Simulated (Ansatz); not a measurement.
# What DFT gives for BaTiO3

```
Ba Ti O
1.0
    -3.99122   -2.83537    2.84187
     0.00000    0.00000    5.68374
    -3.99122    2.83537    2.84187
Ba Ti O
2 2 6
Direct
  0.00000 0.00000 0.00000
  0.50000 0.50000 0.50000
  0.25000 0.26000 0.25000
  0.75000 0.76000 0.75000
  0.00000 0.49000 0.00000
  0.50000 0.99000 0.50000
  0.49700 0.48700 0.00300
  0.99700 0.98700 0.50300
  0.00300 0.48700 0.49700
  0.50300 0.98700 0.99700
```

Level: PBE, with U = 2.21 eV and J = 0.47 eV on Ti d (all-electron-ortho-atomic projectors), collinear spin; 420 eV; 4×4×4 Γ-centred mesh; methfessel-paxton occupations (width 0.0123 eV); Ansatz 0.2.0, fixed geometry.

The state carries no moments; the state need not be the lowest.

**Question.** What does the stress say?

**Answer.** The pressure is 3.4 GPa (compression positive), so with the atoms held at these fractions the cell would first expand.

**Question.** Metal or insulator? Give the gap.

**Answer.** The gap is 2.18 eV, direct at the points sampled.

**Question.** Which element gives electrons and which takes them?

**Answer.** Bader charges in e: Ba +1.53, Ti +2.26, O -1.27. In the mean Ti gives up most and O takes most.

**Question.** What do density and ELF say about some of the short contacts?

**Answer.** Ti–O at 1.90 Å: least valence density 0.81 e/Å³ and ELF 0.23 there. Ba–O at 2.79 Å: least valence density 0.19 e/Å³ and ELF 0.09 there, a closed-shell (ionic or weak) contact. Both are smooth PAW fields, read partly inside the augmentation spheres.

**Question.** What is the character of the valence top and the conduction bottom?

**Answer.** Within 0.7 eV of the edges, the states project mainly on O p (95 %) below the gap and on Ti d (88 %) above it.

**Question.** Where is the largest force?

**Answer.** The largest is on Ti3 (and as large on other atoms): 0.09 eV/Å, components (0.00, 0.00, 0.09). It makes 47° with the line to a nearest neighbour, O9 at 1.90 Å.

Origin: a database entry at a rescaled volume. Caveats: the input typed no starting moments.
